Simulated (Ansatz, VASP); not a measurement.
Given: the input of a run of Ansatz 0.2.0 on Mg.

File input.yaml:

```yaml
crystal:
  lattice:
    - [3.1768261656, 0.0, 0.0]
    - [-1.5884130828, 2.7512121628, 0.0]
    - [0.0, 0.0, 10.31886201]
  atoms:
    - { symbol: Mg, position: [0.6666666667, 0.3333333333, 0.75] }
    - { symbol: Mg, position: [0.0, 0.0, 0.5] }
    - { symbol: Mg, position: [0.3333333333, 0.6666666667, 0.25] }
    - { symbol: Mg, position: [0.0, 0.0, 0.0] }
hamiltonian:
  xc: pbesol
  pseudopotentials: { kind: paw }
  dispersion: d4
kpoints:
  mp_grid: { grid: [10, 10, 3] }
scf:
  occupations: { method: fermi_dirac, width: 0.05 }
output:
  forces: true
  stress: true
  eigenvalues: true
relax:
  f_tol: 0.01
  max_steps: 40
  cell: { stress_tol: 0.05 }
```

Potentials or basis: Ansatz PAW.

Command:

```sh
$ ansatz run input.yaml --threads 2 --pin off --max-ram 5632MiB --backend cpu --events-out ev --progress --plain --runs-dir out
```

Q: Set up the same calculation for VASP 6.6.1. Potentials there: VASP PAW PBE potentials, release 64 (Mg).

A: As run (the cutoff follows the program's own potentials):

INCAR

```
SYSTEM = Mg
PREC = Accurate
ENCUT = 600
EDIFF = 1E-6
ISMEAR = -1
SIGMA = 0.05
LREAL = .False.
LASPH = .True.
NELM = 80
ALGO = Fast
ISIF = 3
LWAVE = .False.
LCHARG = .False.
GGA = PS
IVDW = 13
IBRION = 2
NSW = 60
EDIFFG = -0.01
```

File KPOINTS:

```
regular mesh
0
Gamma
  10 10 3
  0 0 0
```

The input POSCAR:

```
Mg
1.0
    3.1768261656      0.0000000000      0.0000000000
   -1.5884130828      2.7512121628      0.0000000000
    0.0000000000      0.0000000000     10.3188620100
Mg
4
Direct
    0.6666666667      0.3333333333      0.7500000000
    0.0000000000      0.0000000000      0.5000000000
    0.3333333333      0.6666666667      0.2500000000
    0.0000000000      0.0000000000      0.0000000000
```

Potentials or basis: VASP PAW PBE potentials, release 64 (Mg).

Run with:

```console
$ cat potpaw_PBE.64/Mg/POTCAR > POTCAR
$ mpirun -np 1 vasp_std > vasp.out
```

Both were run:

|  | VASP | Ansatz | Ansatz less VASP |
| --- | --- | --- | --- |
| gap on the k mesh at the Fermi level, each at its own relaxed structure (eV) | none | none | - |
| relaxed volume (Å³/atom) | 22.42 | 22.47 | +0.049 |
| relaxed cell length with the largest relative difference (Å) | 3.154 | 3.157 | +0.0027 |

A gap of «none» marks a metal or a gap that the smearing closes. The two sets of potentials don't hold the same shells in valence.

Caveats: pairwise dispersion overbinds metals, which lowers pressure and volume; the PAW data sets were made with another functional, which shifts forces and pressure a little (VASP); the plane-wave basis is chosen anew once the cell has moved, so the energies of steps on either side of that aren't comparable (Ansatz); the PAW data sets come from PBE, with cores solved anew for the run's functional, which leaves a small shift of forces and pressure (Ansatz).
